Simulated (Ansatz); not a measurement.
# Stationary points along a deformation path in LiF

Level of theory: Ansatz, DFT PBE, scalar-relativistic, plane waves, PAW. The runs took a 420 eV cutoff, a Γ-centred 12×12×12 mesh and Gaussian smearing (0.05 eV). No spin polarisation. Energies are free energies at this smearing, counted from the undisturbed cell; pressure is positive in compression.

Zero of the scan (as given, not relaxed at this level; it stands at 2.1 GPa):

```yaml
crystal:
  lattice:
    - [0.00000, 2.01400, 2.01400]
    - [2.01400, 0.00000, 2.01400]
    - [2.01400, 2.01400, 0.00000]
  atoms:
    - { symbol: Li, position: [0.00000, 0.00000, 0.00000] }
    - { symbol: F, position: [0.50000, 0.50000, 0.50000] }
```

At fixed volume and fractional coordinates, lengths along (0.577, 0.577, 0.577) are scaled against those across it; ρ is that ratio over its starting value. V = 8.169 Å³/atom. Δσ is the stress along the axis less the mean stress across it (compression positive).

```csv
ρ,ΔE (meV/atom),Δσ (GPa),space group
0.500,295.7,0.00,Pm-3m
0.600,257.1,12.60,R-3m
0.710,160.6,19.64,R-3m
0.850,47.0,15.28,R-3m
0.930,10.4,8.10,R-3m
1.000,0.0,0.00,Fm-3m
1.080,13.6,-10.74,R-3m
1.200,83.5,-28.97,R-3m
1.410,336.6,-65.06,R-3m
1.700,915.9,-119.23,R-3m
2.000,1722.4,-172.81,R-3m
```

Q: How does the stress give the slope of the energy, and where is the energy stationary?

A: Along the path d ln(length) is 2/3 d ln ρ on the axis and −1/3 d ln ρ across it, so dE/d ln ρ = −(2/3) V Δσ: the energy falls with ρ where Δσ is positive. Δσ vanishes or changes sign at ρ = 0.500 (Pm-3m, an end of the scan), at 295.7 meV/atom; at ρ = 1.000 (Fm-3m), a minimum at 0.0 meV/atom. Pairs of stationary points between two samples would go unseen, and could change a minimum read from distant neighbours into a maximum. At ρ = 0.500, 1.000 the cell is cubic, where symmetry alone makes the stress isotropic and the slope zero.

Q: Which shear constant sets the curvature at ρ = 1?

A: For a cubic crystal E/V = (2/3) C (ln ρ)² with C = C44, so Δσ = −2C ln ρ. The parabola of Δσ against ln ρ through ρ = 0.930, 1 and 1.080 gives C ≈ 63 GPa with the ions clamped, rough because the steps are large. It is the stress–strain coefficient at this cell's pressure of 2.1 GPa, not the zero-pressure constant.